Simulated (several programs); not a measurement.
## CdSe (P6_3mc) from semi-empirical methods to plane-wave DFT

Measured values to be reproduced:
- band gap: 1.71 eV (optical gap from ellipsometry, film grown at 250 C; “Ellipsometry Study of CdSe Thin Films Deposited by PLD on ITO Coated Glass Substrates”; gap extracted from an ellipsometry model fit of a PLD film on ITO/glass; differs between growth temperatures; 2021; pmc:8232614)
- volume: 28.1 Å³ an atom (from the lattice constants; a, wurtzite model without stacking faults; 300 K; “Quantitative size-dependent structure and strain determination of CdSe nanoparticles using atomic pair distribution function analysis”; bulk sample contains stacking faults (about 33% in the alternative refinement); value is from the fault-free wurtzite model; 2007; arxiv:0704.1288)

CdSe (started from an entry of an open crystallographic database), relaxed with r2SCAN in Ansatz, was computed with several methods. It is hexagonal, P6_3mc (No. 186); a = 4.341 Å, c = 7.077 Å in the conventional setting, 28.87 Å³ an atom. Cd is surrounded by 4 Se at 2.66 Å; Se is surrounded by 4 Cd at 2.66 Å. No spin polarisation and no zero-point or thermal motion.

```
Cd Se
1.0
     4.34072    0.00000    0.00000
    -2.17036    3.75917    0.00000
     0.00000    0.00000    7.07666
Cd Se
2 2
Direct
  0.33333 0.66667 0.00452
  0.66667 0.33333 0.50452
  0.33333 0.66667 0.38048
  0.66667 0.33333 0.88048
```

Gaps and times are for a single point on this cell; volume and bulk modulus come from each method's own relaxation or energy curve at fixed shape, which is too stiff where a cell has free coordinates or axes. Times are rough, from shared hosts (Arm Neoverse V1; NVIDIA H100 80GB HBM3), and each method has its own mesh and cell size. A dagger marks a closed or tiny gap in a crystal that DFT finds insulating: a failure of the method or a wrong SCF state. A double dagger marks a value from a curve with shape and coordinates held. PM6 (MOPAC), PM7 (MOPAC), GFN1-xTB (tblite), GFN2-xTB (tblite) treat a cluster of cells at its zone centre, which samples few k points: where these miss a band edge, the gap comes out too large for that reason alone. Gaps from k meshes are read at a limited set of points (mesh, symmetry points, PBE's band edges), so each method's own least gap may be somewhat smaller. Force fields have no electrons; where one was fitted to this phase, its volume and modulus reflect the fit. xTB and the PM methods were fitted mostly to molecules, and can miss a solid's gap by electronvolts. Minimal bases can be far off for gaps. Times of the plane-wave ladder aren't listed, since it ran on unlike processors and cards. GLLB-SC's gap includes the derivative discontinuity. G0W0 is at finite bands, cutoff and mesh. d marks a direct gap, i an indirect one (no mark: not told apart), a dash a value that wasn't computed or didn't pass its checks.

```tsv
method	kind	gap (eV)	own volume (Å³/atom)	bulk modulus (GPa)	atoms computed	processor time
PBEsol	semilocal	–	28.14	–	4	–
CdTeZnSeHgS0.sw (LAMMPS)	force field	–	27.68	54‡	4	0.12 s
CdTeSe.bop.table (LAMMPS)	force field	–	–	–	4	0.13 s
PM7 (MOPAC)	semi-empirical	4.37	31.43‡	96‡	cluster	2.7 s
PM6 (MOPAC)	semi-empirical	2.41	–	–	cluster	2.7 s
GFN1-xTB (tblite)	tight binding	0.00†	29.89‡	38‡	cluster	3 s
light PBE (260 eV and a coarse mesh)	light plane-wave	0.62 d	–	–	4	4.2 s
GFN2-xTB (tblite)	tight binding	2.80	31.33‡	22‡	cluster	5 s
PBE/SZV (CP2K)	small basis	0.84 d	31.42‡	44‡	4	8 s
PBE/DZVP (CP2K)	small basis	0.61 d	30.24‡	44‡	4	25 s
PBE/single zeta (GPAW)	small basis	0.66 d	–	–	4	31 s
PBE	semilocal	0.61 d	29.76	45‡	4	–
G0W0@r2SCAN (180 eV screening cutoff)	many-body	1.59	–	–	4	–
LDA	semilocal	0.33 d	–	–	4	–
r2SCAN	semilocal	1.11 d	28.87	51‡	4	–
GLLB-SC (GPAW)	model potential	1.46	–	–	4	74 s
G0W0@PBE0 (180 eV screening cutoff)	many-body	2.08	–	–	4	–
G0W0@HSE06 (180 eV screening cutoff)	many-body	1.88	–	–	4	–
G0W0@PBE (260 eV screening cutoff)	many-body	1.22	–	–	4	–
PBE+SOC	semilocal	0.49 d	–	–	4	–
HSE06	hybrid	1.54 d	–	–	4	–
PBE0	hybrid	2.14 d	–	–	4	–
```

Against HSE06 (1.54 eV) and with closed or daggered gaps left aside, the nearest gap at the points sampled is that of G0W0@r2SCAN (180 eV screening cutoff) (+0.05 eV) and the farthest that of PM7 (MOPAC) (+2.83 eV). HSE06 is only a yardstick of convenience, and nearness to it can be luck.

Volumes against r2SCAN's: PBEsol -2.5 %, CdTeZnSeHgS0.sw (LAMMPS) -4.1 %, PBE +3.1 %.

Runs without a result: CdTeSe.bop.table (LAMMPS) (relaxation).

Comparison with experiment:
- Band gap, measured 1.71 eV: PM7 (MOPAC) +2.66 eV, PM6 (MOPAC) +0.70 eV, GFN1-xTB (tblite) -1.71 eV, light PBE (260 eV and a coarse mesh) -1.09 eV, GFN2-xTB (tblite) +1.09 eV, PBE/SZV (CP2K) -0.87 eV, PBE/DZVP (CP2K) -1.10 eV, PBE/single zeta (GPAW) -1.05 eV, PBE -1.10 eV, G0W0@r2SCAN (180 eV screening cutoff) -0.12 eV, LDA -1.38 eV, r2SCAN -0.60 eV, GLLB-SC (GPAW) -0.25 eV, G0W0@PBE0 (180 eV screening cutoff) +0.37 eV, G0W0@HSE06 (180 eV screening cutoff) +0.17 eV, G0W0@PBE (260 eV screening cutoff) -0.49 eV, PBE+SOC -1.22 eV, HSE06 -0.17 eV, PBE0 +0.43 eV.
- Volume, measured 28.1 Å³ an atom: PBEsol +0.1 %, CdTeZnSeHgS0.sw (LAMMPS) -1.5 %, PBE +5.9 %, r2SCAN +2.7 %.
The calculations are for a static lattice; samples hold vibrations, temperature and, in optical gaps, excitons. A measured value is shown where most reports agree with it, and only for the quantities listed.

Only the rows marked +SOC include spin-orbit coupling.
